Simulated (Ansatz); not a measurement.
TaN: frozen-core PAW against all-electron methods

```xyz
4
Lattice="3.0682 0.0000 0.0000 -1.5341 2.6571 0.0000 0.0000 0.0000 4.9506" Properties=species:S:1:pos:R:3 pbc="T T T"
Ta    0.0000    0.0000    0.0000
Ta    0.0000    0.0000    2.4753
N     0.0000    1.7714    1.2376
N     1.5341    0.8857    3.7129
```

Atoms are numbered in the order listed.

The conventional cell has a = 3.068 Å, b = 3.068 Å, c = 4.951 Å, α = 90.00°, β = 90.00°, γ = 120.00°. Around Ta (atom 1) lie 6 N at 2.16 Å and 2 Ta at 2.48 Å. N (atom 3) has 6 Ta at 2.16 Å as nearest neighbours.

The geometry is COD entry 1523630, unchecked; take it as a test cell. The listed cell was then made from it by scaling, straining or moving an atom.

No spin–orbit coupling, which matters for the heavy atoms here.

Levels of theory: DFT, PBE, PAW with Ansatz's default frozen-core files, scalar-relativistic (Ansatz 0.2.0); DFT, PBE, all-electron LAPW, scalar-relativistic (Ansatz 0.2.0).

For PAW: a Γ-centred 9×9×5 k mesh, Fermi–Dirac smearing of 0.01 eV, cutoff 420 eV, no spin polarisation. LAPW targets a basis error of 0.5 meV/atom. The Ansatz runs share mesh, smearing and spin set-up. Plane-wave (PAW) pressures include the program's estimate of the Pulay term.

Stress and pressure are positive in compression.

The change that made this cell: volume scaled by 1.02.

PAW results:

| quantity | PAW |
| --- | --- |
| pressure (GPa) | 49.39 |
| stress xx (GPa) | 22.75 |
| stress zz (GPa) | 102.68 |

Problem. What does LAPW (all electrons) give for the same quantities?

Solution. 
```
       quantity    LAPW
 pressure (GPa)   49.04
stress xx (GPa)   22.51
stress zz (GPa)  102.09
```
